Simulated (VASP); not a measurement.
# Pt2Se3 (P-3m1) in VASP: further runs

Runs on Pt2Se3. Level: PBE. Tasks: single point.

Everything below comes from runs of VASP 6.6.1. Logs are shortened: lines on timing, memory, paths and dates and some standing lists are left out, and cuts for length are marked.

### 1 Starting point

It takes space group P-3m1 (No. 164, trigonal). Conventional cell: a = 4.640 Å, b = 4.640 Å, c = 5.603 Å, α = 90.00°, β = 90.00°, γ = 120.00°. Pt (site symmetry 3m) is surrounded by 8 Se at 2.73 to 2.99 Å and 3 Pt at 3.09 Å. Se (site symmetry -3m) is surrounded by 6 Pt at 2.79 Å. Around Se (site symmetry 3m) lie 5 Pt at 2.73 to 2.99 Å and 3 Se at 3.02 Å.

The cell was built by a generator and needn't be a form met in nature.

### 2 Single point, PBE

Contents of INCAR:

```
SYSTEM = Pt2Se3
PREC     = Accurate       ! precision mode
ENCUT    = 520            ! plane-wave cutoff, eV
EDIFF    = 1E-6           ! SCF threshold, eV
ISMEAR   = 0              ! smearing method
SIGMA    = 0.1            ! smearing width, eV
LREAL    = .FALSE.        ! projectors in reciprocal space
LASPH    = .TRUE.         ! aspherical terms in the spheres
NELM     = 100            ! most SCF steps
ALGO     = Fast           ! electronic algorithm
ISIF     = 2              ! what is computed and relaxed
LWAVE    = .FALSE.        ! write WAVECAR
LCHARG   = .FALSE.        ! write CHGCAR
GGA      = PE             ! functional
NBANDS   = 27             ! bands
```

Contents of KPOINTS:

```
regular mesh
0
G
  6 6 4
  0 0 0
```

Contents of POSCAR:

```
Pt2Se3
1.0
    4.6401645582      0.0000000000      0.0000000000
   -2.3200822791      4.0185003852      0.0000000000
    0.0000000000      0.0000000000      5.6025707876
Pt Se
2 3
Direct
    0.3333333333      0.6666666667      0.1380000000
    0.6666666667      0.3333333333      0.8620000000
    0.0000000000      0.0000000000      0.0000000000
    0.3333333333      0.6666666667      0.6250000000
    0.6666666667      0.3333333333      0.3750000000
```

Potentials or basis: VASP PAW PBE potentials, release 64 (Pt, Se).

Command:

```console
cat potpaw_PBE.64/Pt/POTCAR potpaw_PBE.64/Se/POTCAR > POTCAR
mpirun -np 1 vasp_std > vasp.out
```

OUTCAR:

```text
SYSTEM = Pt2Se3
   PREC = Accurate
   ENCUT = 520
   EDIFF = 1E-6
   ISMEAR = 0
   LREAL = .FALSE.
   LASPH = .TRUE.
   NELM = 100
   ISIF = 2
   GGA = PE

 ion  position               nearest neighbor table
   1  0.333  0.667  0.138-   4 2.73   3 2.79   3 2.79   3 2.79   4 2.87   5 2.99   5 2.99   5 2.99
                             2 3.09   2 3.09   2 3.09
   2  0.667  0.333  0.862-   5 2.73   3 2.79   3 2.79   3 2.79   5 2.87   4 2.99   4 2.99   4 2.99
                             1 3.09   1 3.09   1 3.09
   3  0.000  0.000  0.000-   1 2.79   2 2.79   2 2.79   1 2.79   2 2.79   1 2.79
   4  0.333  0.667  0.625-   1 2.73   1 2.87   2 2.99   2 2.99   2 2.99
   5  0.667  0.333  0.375-   2 2.73   2 2.87   1 2.99   1 2.99   1 2.99

  LATTYP: Found a hexagonal cell.
 ALAT       =     4.6401645582
 C/A-ratio  =     1.2074077799

  Lattice vectors:

 A1 = (   4.6401645582,   0.0000000000,   0.0000000000)
 A2 = (  -2.3200822791,   4.0185003852,   0.0000000000)
 A3 = (   0.0000000000,   0.0000000000,   5.6025707876)

Analysis of symmetry for initial positions (statically):
=====================================================================
 Subroutine PRICEL returns:
 Original cell was already a primitive cell.

 Routine SETGRP: Setting up the symmetry group for a
 hexagonal supercell.

 Subroutine GETGRP returns: Found 12 space group operations
 (whereof 12 operations were pure point group operations)
 out of a pool of 24 trial point group operations.

The static configuration has the point symmetry D_3d.

Analysis of symmetry for dynamics (positions and initial velocities):
=====================================================================
 Subroutine PRICEL returns:
 Original cell was already a primitive cell.

 Routine SETGRP: Setting up the symmetry group for a
 hexagonal supercell.

 Subroutine GETGRP returns: Found 12 space group operations
 (whereof 12 operations were pure point group operations)
 out of a pool of 24 trial point group operations.

The dynamic configuration has the point symmetry D_3d.

 Subroutine INISYM returns: Found 12 space group operations
 (whereof 12 operations are pure point group operations),
 and found     1 'primitive' translations

----------------------------------------------------------------------------------------

                                     Primitive cell

  volume of cell :     104.4684

  direct lattice vectors                    reciprocal lattice vectors
     4.640164558  0.000000000  0.000000000     0.215509598  0.124424525  0.000000000
    -2.320082279  4.018500385  0.000000000     0.000000000  0.248849049  0.000000000
     0.000000000  0.000000000  5.602570788     0.000000000  0.000000000  0.178489490

  length of vectors
     4.640164558  4.640164558  5.602570788     0.248849049  0.248849049  0.178489490

  position of ions in fractional coordinates (direct lattice)
     0.333333333  0.666666667  0.138000000
     0.666666667  0.333333333  0.862000000
     0.000000000  0.000000000  0.000000000
     0.333333333  0.666666667  0.625000000
     0.666666667  0.333333333  0.375000000

  ion indices of the primitive-cell ions
   primitive index   ion index
                 1           1
                 2           2
                 3           3
                 4           4
                 5           5

----------------------------------------------------------------------------------------

 KPOINTS: regular mesh

Automatic generation of k-mesh.
 Grid dimensions read from file:
 generate k-points for:    6    6    4

 Generating k-lattice:

  Cartesian coordinates                     Fractional coordinates (reciprocal lattice)
     0.035918266  0.020737421  0.000000000     0.166666667 -0.000000000  0.000000000
     0.000000000  0.041474842  0.000000000     0.000000000  0.166666667  0.000000000
     0.000000000  0.000000000  0.044622372     0.000000000  0.000000000  0.250000000

  Length of vectors
     0.041474842  0.041474842  0.044622372

  Shift w.r.t. Gamma in fractional coordinates (k-lattice)
     0.000000000  0.000000000  0.000000000

 Subroutine IBZKPT returns following result:
 ===========================================

 Found     24 irreducible k-points:

 Following reciprocal coordinates:
            Coordinates               Weight
  0.000000  0.000000  0.000000      1.000000
  0.166667  0.000000  0.000000      6.000000
  0.333333 -0.000000  0.000000      6.000000
  0.500000  0.000000  0.000000      3.000000
  0.166667  0.166667  0.000000      6.000000
  0.333333  0.166667  0.000000     12.000000
[... 16 lines left out ...]
  0.333333  0.166667  0.500000     12.000000
  0.333333  0.333333  0.500000      2.000000
   k-points           NKPTS =     24   k-points in BZ     NKDIM =     24   number of bands    NBANDS=     27
   number of dos      NEDOS =    301   number of ions     NIONS =      5
   total plane-waves  NPLWV =  54432
   dimension x,y,z NGX =    36 NGY =   36 NGZ =   42
   dimension x,y,z NGXF=    72 NGYF=   72 NGZF=   84
   ions per type =               2   3
   NGX,Y,Z   is equivalent  to a cutoff of  12.90, 12.90, 12.46 a.u.
   NGXF,Y,Z  is equivalent  to a cutoff of  25.80, 25.80, 24.93 a.u.
 SYSTEM =  Pt2Se3
   PREC   = accura    normal or accurate (medium, high low for compatibility)
   ISTART =      0    job   : 0-new  1-cont  2-samecut
   ICHARG =      2    charge: 1-file 2-atom 10-const
   ISPIN  =      1    spin polarized calculation?
   LNONCOLLINEAR =      F non collinear calculations
   LSORBIT =      F    spin-orbit coupling
   LASPH  =      T    aspherical Exc in radial PAW
   ENCUT  =  520.0 eV  38.22 Ry    6.18 a.u.   8.63  8.63 10.42*2*pi/ulx,y,z
   NELM   =    100;   NELMIN=  2; NELMDL= -5     # of ELM steps
   EDIFF  = 0.1E-05   stopping-criterion for ELM
   LREAL  =      F    real-space projection
   EDIFFG = 0.1E-04   stopping-criterion for IOM
   NSW    =      0    number of steps for IOM
   IBRION =     -1    ionic relax: 0-MD 1-quasi-New 2-CG
   NFREE  =      0    steps in history (QN), initial steepest desc. (CG)
   ISIF   =      2    stress and relaxation
   ISYM   =      2    0-nonsym 1-usesym 2-fastsym
   POTIM  = 0.5000    time-step for ionic-motion
   TEBEG  =    0.0;   TEEND  =   0.0 temperature during run
   PSTRESS=    0.0 pullay stress
   NELECT =      38.0000    total number of electrons
   NUPDOWN=      -1.0000    fix difference up-down
   EMIN   =  10.00;   EMAX   =-10.00  energy-range for DOS
   EFERMI =   0.00;   METHOD = LEGACY
   ISMEAR =     0;   SIGMA  =   0.10  broadening in eV -4-tet -1-fermi 0-gaus
   EFERMI_NEDOS =   21; number of points for ismear=-14 and -15
   IALGO  =     68    algorithm
   IMIX   =      4    mixing-type and parameters
     AMIX     =   0.40;   BMIX     =  1.00
     AMIX_MAG =   1.60;   BMIX_MAG =  1.00
  volume/ion in A,a.u.               =      20.89       141.00
  Fermi-wavevector in a.u.,A,eV,Ry     =   1.168623  2.208377 18.581202  1.365680
  Thomas-Fermi vector in A             =   2.305107
   LORBIT       =      0    0 simple, 1 ext, 2 COOP (PROOUT), +10 PAW based schemes
   GGA     = PE    functional components
   LHFCALC =     F    Hartree Fock is set to
   AEXX    =    0.0000 exact exchange contribution
   IVDW    =     0    specifies the selected vdW correction
   LEPSILON=     F    determine dielectric tensor
   LRPA    =     F    only Hartree local field effects (RPA)
 non-spin polarized calculation
 RMM-DIIS sequential band-by-band and
 Gauss-broadening in eV      SIGMA  =   0.10
  energy-cutoff  :      520.00
  volume of cell :      104.47
 maximum number of plane-waves:      2847
 NGX is ok and might be reduce to    36
   NGX = 17   NGY = 17   NGZ = 21

 number of electron      37.9999996 magnetization

 Free energy of the ion-electron system (eV)
  ---------------------------------------------------
  ext. energy  EPLUGINS =         0.00000000
  ---------------------------------------------------
  free energy    TOTEN  =       -21.13306562 eV

  energy without entropy =      -21.12059172  energy(sigma->0) =      -21.12682867

 E-fermi :   5.8948     XC(G=0): -10.7130

 val. band max:        5.8665295181   @ k =   0.5000   0.0000   0.2500
 cond. band min:       5.9021495368   @ k =   0.3333  -0.0000   0.2500
 fundamental gap:      0.0356200187
 Fermi energy:         5.8947539602

 k-point     1 :       0.0000    0.0000    0.0000
  band No.  band energies     occupation
      1      -9.0496      2.00000
      2      -7.1717      2.00000
      3      -6.4061      2.00000
      4       0.2896      2.00000
      5       0.2896      2.00000
      6       1.2930      2.00000
[... 19 lines left out ...]
     26      10.9477      0.00000
     27      11.2253      0.00000

 k-point     2 :       0.1667    0.0000    0.0000
  band No.  band energies     occupation
      1      -8.8786      2.00000
      2      -7.1978      2.00000
      3      -6.5283      2.00000
      4       0.0361      2.00000
      5       0.4300      2.00000
      6       0.7490      2.00000
[... 19 lines left out ...]
     26      11.6813      0.00000
     27      12.7835      0.00000

 k-point     3 :       0.3333   -0.0000    0.0000
  band No.  band energies     occupation
      1      -8.4135      2.00000
      2      -7.3179      2.00000
      3      -6.8408      2.00000
      4      -0.2739      2.00000
      5       0.7411      2.00000
      6       0.7771      2.00000
[... 19 lines left out ...]
     26      12.5691      0.00000
     27      14.0429      0.00000

 k-point     4 :       0.5000    0.0000    0.0000
  band No.  band energies     occupation
      1      -7.9105      2.00000
      2      -7.6490      2.00000
      3      -7.0035      2.00000
      4      -0.3286      2.00000
      5       0.9268      2.00000
      6       0.9949      2.00000
[... 19 lines left out ...]
     26      13.7122      0.00000
     27      13.8164      0.00000

 k-point     5 :       0.1667    0.1667    0.0000
  band No.  band energies     occupation
      1      -8.5596      2.00000
      2      -7.2534      2.00000
      3      -6.7643      2.00000
      4      -0.0814      2.00000
      5       0.2483      2.00000
      6       0.9907      2.00000
[... 19 lines left out ...]
     26      13.1101      0.00000
     27      13.7689      0.00000

 k-point     6 :       0.3333    0.1667    0.0000
  band No.  band energies     occupation
      1      -8.0230      2.00000
      2      -7.4417      2.00000
      3      -7.0931      2.00000
      4      -0.1716      2.00000
      5       0.4299      2.00000
      6       1.0344      2.00000
[... 444 lines left out ...]
      1      -7.7729      2.00000
      2      -7.4709      2.00000
      3      -7.0699      2.00000
      4      -1.4929      2.00000
      5       0.1030      2.00000
      6       0.8911      2.00000
[... 19 lines left out ...]
     26      12.5759      0.00000
     27      13.5270      0.00000

 k-point    22 :       0.1667    0.1667    0.5000
  band No.  band energies     occupation
      1      -8.0958      2.00000
      2      -7.8276      2.00000
      3      -6.4707      2.00000
      4      -0.7326      2.00000
      5       0.1580      2.00000
      6       0.4027      2.00000
[... 19 lines left out ...]
     26      11.8975      0.00000
     27      12.7645      0.00000

 k-point    23 :       0.3333    0.1667    0.5000
  band No.  band energies     occupation
      1      -7.7503      2.00000
      2      -7.5566      2.00000
      3      -6.9961      2.00000
      4      -1.2562      2.00000
      5      -0.2189      2.00000
      6       0.3851      2.00000
[... 19 lines left out ...]
     26      12.6468      0.00000
     27      12.9861      0.00000

 k-point    24 :       0.3333    0.3333    0.5000
  band No.  band energies     occupation
      1      -7.4725      2.00000
      2      -7.3893      2.00000
      3      -7.3893      2.00000
      4      -0.9254      2.00000
      5      -0.9254      2.00000
      6       0.1066      2.00000
[... 19 lines left out ...]
     26      12.6888      0.00000
     27      12.8178      0.00000

------------------------ aborting loop because EDIFF is reached ----------------------------------------

  FORCE on cell =-STRESS in cart. coord.  units (eV):
  Direction    XX          YY          ZZ          XY          YZ          ZX
  --------------------------------------------------------------------------------------
  -------------------------------------------------------------------------------------
  Total       -4.6515218     -4.6515218     -3.3078422     -0.0000000      0.0000000      0.0000000
  in kB      -71.3379941    -71.3379941    -50.7306729     -0.0000000      0.0000000      0.0000000
  external PRESSURE =     -64.4688870 kB  Pullay stress =       0.0000000 kB

 VOLUME and BASIS-vectors are now :
 -----------------------------------------------------------------------------
  energy-cutoff  :      520.00
  volume of cell :      104.47
      direct lattice vectors                 reciprocal lattice vectors
     4.640164558  0.000000000  0.000000000     0.215509598  0.124424525  0.000000000
    -2.320082279  4.018500385  0.000000000     0.000000000  0.248849049  0.000000000
     0.000000000  0.000000000  5.602570788     0.000000000  0.000000000  0.178489490

 POSITION                                       TOTAL-FORCE (eV/Angst)
 -----------------------------------------------------------------------------------
     -0.00000      2.67900      0.77315        -0.000000     -0.000000      0.629557
      2.32008      1.33950      4.82942         0.000000      0.000000     -0.629557
      0.00000      0.00000      0.00000         0.000000      0.000000      0.000000
     -0.00000      2.67900      3.50161         0.000000     -0.000000      0.795607
      2.32008      1.33950      2.10096         0.000000      0.000000     -0.795607
 -----------------------------------------------------------------------------------
    total drift:                                0.000000     -0.000000      0.000000

  FREE ENERGIE OF THE ION-ELECTRON SYSTEM (eV)
  ---------------------------------------------------
  free  energy   TOTEN  =       -21.1330656208 eV

  energy  without entropy=      -21.1205917213  energy(sigma->0) =      -21.12682867
```

Run time: 26 s. Hardware: 1 thread of Intel Xeon 6975P-C (Granite Rapids), shared host; peak memory 0.25 GiB.

Results:

* Free energy: -21.1331 eV
* Pressure: -6.4 GPa
* Largest force: 0.796 eV/Å
* Band gap on the k mesh: none (metal or under the smearing width)

Forces in eV/Å, atoms in the order of the input:
```
Pt   0.000  0.000  0.630
Pt   0.000  0.000 -0.630
Se   0.000  0.000  0.000
Se   0.000  0.000  0.796
Se   0.000  0.000 -0.796
```

Stress tensor (GPa, compression positive):
```
-7.13  0.00  0.00
 0.00 -7.13  0.00
 0.00  0.00 -5.07
```

(Part 1 of 2 ends here.)
